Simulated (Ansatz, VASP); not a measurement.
## Cr: VASP beside Ansatz

```
Cr
1.0
     0.00000    1.69280    1.84000
     1.69280    0.00000    1.84000
     1.69280    1.69280    0.00000
Cr
1
Direct
  0.00000 0.00000 0.00000
```

Change from the starting cell: strain -0.080 along x and y, +0.000 along z, atoms carried along.

Alike in both runs: task single point; functional PBE; k mesh 22 × 22 × 22; occupations gaussian, width 0.15 eV; no spin polarisation.

|  | VASP | Ansatz |
| --- | --- | --- |
| version | VASP 6.6.1 | Ansatz 0.2.0 |
| potentials or method | VASP PAW PBE potentials, release 64 (Cr_pv) | scalar-relativistic, plane waves, PAW |
| plane-wave cutoff (eV) | 520 | 420 |
| valence electrons in the cell | 12 | 14 |

```csv
,VASP,Ansatz,Ansatz less VASP
gap on the k mesh at the Fermi level (eV),none,none,-
pressure (GPa),35.6,35.9,+0.35
largest component of the traceless stress (GPa),12.45,12.53,+0.081
```

A gap of «none» marks a metal or a gap that the smearing closes. With one functional, cell and mesh, what is left measures potentials, basis and numerics. The two sets of potentials don't hold the same shells in valence.

Caveats: so large a pressure means that the cell lies far from this level's equilibrium, or that cutoff or potentials fall short (VASP); the run has no spin polarisation, though such a crystal can be magnetic. Spin polarisation is off, so any magnetic state and its effect on volume and gap are missing.
